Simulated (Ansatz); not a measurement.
## Barrier of one jump, H in TiO$_{2}$

These are results of DFT PBEsol, scalar-relativistic, plane waves, PAW (Ansatz 0.2.0), not measurements. Settings: 420 eV cutoff, 2×2×2 k-mesh, shifted by half a step, Gaussian smearing of 0.02 eV, no spin polarisation.

Host crystal, relaxed:

```yaml
crystal:
  lattice:
    - [4.59124, 0.00000, 0.00000]
    - [0.00000, 4.59124, 0.00000]
    - [0.00000, 0.00000, 2.93901]
  atoms:
    - { symbol: Ti, position: [0.50000, 0.50000, 0.00000] }
    - { symbol: Ti, position: [0.00000, 0.00000, 0.50000] }
    - { symbol: O, position: [0.69556, 0.69556, 0.50000] }
    - { symbol: O, position: [0.80444, 0.19556, 0.00000] }
    - { symbol: O, position: [0.19556, 0.80444, 0.00000] }
    - { symbol: O, position: [0.30444, 0.30444, 0.50000] }
```

In a supercell of 36 host sites with charge +1, interstitial H hops to an equivalent place, moving 0.82 Å between the relaxed ends. Climbing-image nudged elastic band at fixed cell with images 0 (start) to 6 (end), the path measured over all atoms, converged to 0.05 eV/Å; the order of the saddle wasn't checked, and the small cell leaves errors of about a tenth of an eV. Zero-point motion and tunnelling, which matter for H, are left out. At the top the atom squeezes straight between two others, where symmetry can hold a band on a ridge, so a bent path, such as one by way of a neighbouring hole, may have a much lower barrier.

Supercell rows in host cell vectors: -1 -1 0; -1 1 0; 0 0 -3. H was set at (0.000, 0.500, 0.250) of the host cell.

At the relaxed start H has 1 O at 1.00 Å.

What barrier does the band give, and what surrounds the atom at the top?

0.25 eV at image 3, where H has 2 O at 1.25 Å, 4 O at 2.32 Å, 2 Ti at 2.47 Å.

Cost: 1 run of about 43 core-minutes, on Intel Xeon Platinum 8259CL (Skylake/Cascade Lake) (shared hosts).